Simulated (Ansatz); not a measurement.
# MgO: the cost of one run

Program: Ansatz 0.2.0. Level of theory: DFT PBE, scalar-relativistic, plane waves, PAW, unless a step names another level. These are calculated values, not measurements.

1 further run of the same task is left out (set aside as unsound or not needed).

**1. The system as given**

Symmetry: Fm-3m, No. 225, cubic system. Conventional cell: a = 4.253 Å, b = 4.253 Å, c = 4.253 Å, α = 90.00°, β = 90.00°, γ = 90.00°. Mg (site symmetry m-3m) is surrounded by 6 O at 2.13 Å. O (site symmetry m-3m) is surrounded by 6 Mg at 2.13 Å.

Structure file:

```
Mg O
1.0
     0.00000    2.12673    2.12673
     2.12673    0.00000    2.12673
     2.12673    2.12673    0.00000
Mg O
1 1
Direct
  0.50000 0.50000 0.50000
  0.00000 0.00000 0.00000
```

It is the end of an earlier relaxation with the same method, from a generated guess; it is a trial structure. At a tolerance of 0.02 Å it has space group Fm-3m (No. 225); it has 9.62 Å³/atom, an uncorrected energy of -2.68 eV/atom over the elements and, on its mesh, gap 4.46 eV.

**2. Seeking the band edges over the whole zone**

Input file input.yaml:

```yaml
crystal:
  lattice:
    - [0.0, 2.1267339561, 2.1267339561]
    - [2.1267339561, 0.0, 2.1267339561]
    - [2.1267339561, 2.1267339561, 0.0]
  atoms:
    - { symbol: Mg, position: [0.5, 0.5, 0.5] }
    - { symbol: O, position: [0.0, 0.0, 0.0] }
basis:
  ecutwfc: 420
kpoints:
  mp_grid: { grid: [10, 10, 10] }
  band_path: { path: [VBM, CBM], npoints: 2 }
hamiltonian:
  xc: pbe
scf:
  occupations: { method: gaussian, width: 0.02 }
output:
  forces: false
  stress: false
  eigenvalues: true
checkpoint:
  read: start.run
  write: ck
  compress: false
  write_wavefunctions: false
  write_every: 100000
```

Run with:

```sh
ansatz run input.yaml --threads 1 --pin off --max-ram 2560MiB --backend cpu --events-out ev --progress --plain --runs-dir out
```

What time and memory should one allow on 1 thread of Arm Neoverse V1, shared host?

About 1.5 s, with a peak of 0.24 GiB.
